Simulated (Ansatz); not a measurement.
## TiO2: how the free axis answers a strain

TiO2, P4_2/mnm, a = 4.640 Å, c = 3.006 Å. The compound has several low-lying forms, and this is one of them. Ansatz: PBE+U, PAW, 420 eV, Γ-centred 6×6×10 mesh on 6 atoms, Gaussian smearing 0.02 eV; U_eff Ti 4.00 eV; no spin polarisation. Series: biaxial strain in the a-b plane, c and atoms relaxed; x is the strain in per cent. y is the change of c in per cent of 3.006 Å.

```
x (%) y (%)
 -4.5      ?
 -3.0   2.19
 -1.5   1.03
  0.0   0.00
  1.5  -0.89
  3.0  -1.66
  4.5  -2.31
```

Question: Fit y = c1 x + c2 x² to the other rows, say what c1 measures, and predict the missing y.

Answer: Least squares on the rows shown. y = −0.6424 x + 0.02893 x². With no stress along c, c1 = −2C13/C33 = -0.642. At x = -4.5 the fit asked for gives 3.48 %. The run gave 3.50 %, so the fit is 0.02 % too low, a small miss on the scale of the series.